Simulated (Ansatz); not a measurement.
Crystal: Re, fcc type, 1 atom in the cell.

Method: Ansatz 0.2.0 development build, PBE, plane waves, PAW datasets (generated hard set).

Cutoff 700 eV; k-mesh 24×24×24 Γ-centred; Fermi–Dirac smearing of 0.0612 eV; no spin polarisation; no spin–orbit coupling.

```tsv
V (Å³/atom)	a (Å)	E − E(min) (meV/atom)	P (GPa)
14.117	3.8365	66.61	25.29
14.417	3.8635	28.20	15.85
14.718	3.8902	6.56	7.38
15.018	3.9164	0.00	-0.24
15.318	3.9424	6.97	-7.08
15.619	3.9680	26.10	-13.21
15.919	3.9933	56.10	-18.70
```

Question: Fit a third-order Birch–Murnaghan equation of state to the energies.

Answer: V₀ = 15.008 Å³/atom (a₀ = 3.916 Å), B₀ = 361 GPa, B₀′ = 4.39.

The published all-electron PBE values for this crystal (mean of FLEUR and WIEN2k, k-spacing 0.06 Å⁻¹; Bosoni et al., Nat. Rev. Phys. 6, 45 (2024)) are V₀ = 15.016 Å³/atom, B₀ = 361.7 GPa, B₀′ = 4.44. This run's mesh is coarser (spacing 0.12 Å⁻¹), so part of any difference comes from k-sampling.

The stress includes the program's correction for the finite plane-wave basis.

This cubic structure is a model: it isn't the usual form of the substance at ambient conditions, and such phases are metastable or hypothetical.
